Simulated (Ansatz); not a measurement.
# Ni (fcc type): the cost of one run

Computed with Ansatz 0.2.0 (DFT, PBE, PAW with Ansatz's default frozen-core files, scalar-relativistic, unless a step's input says otherwise).

**1. Starting point**

Symmetry: Fm-3m, No. 225, cubic system. The conventional cell has a = 3.519 Å, b = 3.519 Å, c = 3.519 Å, α = 90.00°, β = 90.00°, γ = 90.00°. Ni (site symmetry m-3m) is surrounded by 12 Ni at 2.49 Å.

Coordinates:

```cif
data_structure
_symmetry_space_group_name_H-M 'Fm-3m'
_symmetry_Int_Tables_number 225
_cell_length_a 3.5194
_cell_length_b 3.5194
_cell_length_c 3.5194
_cell_angle_alpha 90.000
_cell_angle_beta 90.000
_cell_angle_gamma 90.000
_cell_volume 43.59
loop_
_atom_site_label
_atom_site_type_symbol
_atom_site_symmetry_multiplicity
_atom_site_Wyckoff_symbol
_atom_site_fract_x
_atom_site_fract_y
_atom_site_fract_z
_atom_site_occupancy
Ni1 Ni 4 a 0.00000 0.00000 0.00000 1
```

The file gives the conventional cell by its symmetry; the runs use the cell typed in the input.

**2. Cell relaxed at zero pressure, PAW**

Input file input.yaml:

```yaml
crystal:
  lattice:
    - [0.0, 1.7597012234, 1.7597012234]
    - [1.7597012234, 0.0, 1.7597012234]
    - [1.7597012234, 1.7597012234, 0.0]
  atoms:
    - { symbol: Ni, position: [0.0, 0.0, 0.0], spin: 1.0 }
magnetization:
  spin_polarized: true
kpoints:
  mp_grid: { grid: [19, 19, 19] }
scf:
  occupations: { method: fermi_dirac, width: 0.1 }
hamiltonian:
  xc: pbe
  pseudopotentials: { kind: paw }
output:
  forces: true
  stress: true
relax:
  f_tol: 0.005
  max_steps: 40
  cell: {}
```

The run is started by

```bash
$ ansatz run input.yaml --threads 2 --pin off --max-ram 7168MiB --backend cpu --events-out ev --progress --plain --runs-dir out
```

Q: Estimate wall time and peak memory on 2 threads of Arm Neoverse V1, shared host.

About 13 s, with a peak of 0.34 GiB.
